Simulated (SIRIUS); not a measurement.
Crystal: B.

```
B
1.0
     3.43931    0.00000    0.00000
     0.00000    3.43931    0.00000
     0.00000    0.00000    3.43931
B
6
Direct
  0.25000 0.50000 0.00000
  0.75000 0.50000 0.00000
  0.00000 0.25000 0.50000
  0.00000 0.75000 0.50000
  0.50000 0.00000 0.25000
  0.50000 0.00000 0.75000
```

The cell was built by a generator and needn't be a form met in nature.

```yaml
Program: SIRIUS 7.10.0
Task: relaxation of cell and atoms
Functional: PBE
Dispersion: D3(BJ)
Potentials_or_basis: PseudoDojo 0.4.1 PBE standard (scalar relativistic)
Cutoff: 1054 eV
Density_cutoff: 4214 eV
k_mesh: 4 × 4 × 4
Occupations: fermi-dirac, width 0.05 eV
Spin: no spin polarisation
```

At the start: pressure -9.9 GPa; volume 6.78 Å³/atom.

**Question.** How do energy, volume and symmetry change on relaxing?

**Answer.** Over 3 steps the energy falls by 9.5 meV/atom and the volume is 6.47 Å³/atom (-4.5 %); space group Pm-3n (No. 223, to 0.05 Å).

Step by step:
```csv
step,energy change (eV),largest force (eV/Å),pressure (GPa),volume (Å³)
1,0.0000,0.0000,-9.89,40.68
2,-0.0072,0.0000,-9.28,40.56
3,-0.0567,0.0000,0.16,38.85
```

Final structure:
```xyz
6
Lattice="3.3868 0.0000 0.0000 0.0000 3.3868 0.0000 0.0000 0.0000 3.3868" Properties=species:S:1:pos:R:3 pbc="T T T"
B     0.8467    1.6934    0.0000
B     2.5401    1.6934    0.0000
B     0.0000    0.8467    1.6934
B     0.0000    2.5401    1.6934
B     1.6934    0.0000    0.8467
B     1.6934    0.0000    2.5401
```

Caveat: the k mesh is coarse (spacing up to 0.46 Å⁻¹), so the values aren't converged; pairwise dispersion overbinds metals, which lowers pressure and volume.
